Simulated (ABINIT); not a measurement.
SnSe2:

```xyz
3
Lattice="3.8110 0.0000 0.0000 -1.9055 3.3004 0.0000 0.0000 0.0000 6.1360" Properties=species:S:1:pos:R:3 pbc="T T T"
Sn    0.0000    0.0000    0.0000
Se    1.9055    1.1001    4.6081
Se    0.0000    2.2003    1.5279
```

Base run:

| Property | Result |
| --- | --- |
| Program | ABINIT 10.8.3 (patched build) |
| Functional | LDA |
| Potentials or basis | JTH PAW LDA v2.0 sp |
| Cutoff | 272 eV |
| k mesh | 6 × 6 × 4 |
| Occupations | fermi-dirac, width 0.05 eV |
| Spin | no spin polarisation |

Its results: band gap on the k mesh 0.64 eV, indirect (least direct gap 0.84 eV); pressure 1.1 GPa; largest force 0.519 eV/Å.

Q: The run is repeated on the same cell with these changes: potentials or basis from JTH PAW LDA v2.0 sp to PseudoDojo NC SR LDA v0.4.1 standard; cutoff from 272 eV to 1061 eV; valence electrons from 16 to 46. What comes out?

A: Band gap on the k mesh 0.66 eV, indirect (least direct gap 0.84 eV); pressure 0.6 GPa; largest force 0.486 eV/Å.

Caveats: spin-orbit coupling is left out, which moves the levels of the heavy elements; the cutoff is short for stress, so the pressure is rough (some runs); this set keeps more shells in the core, which shifts pressures and gaps (some runs).

A k mesh can miss the band edges.
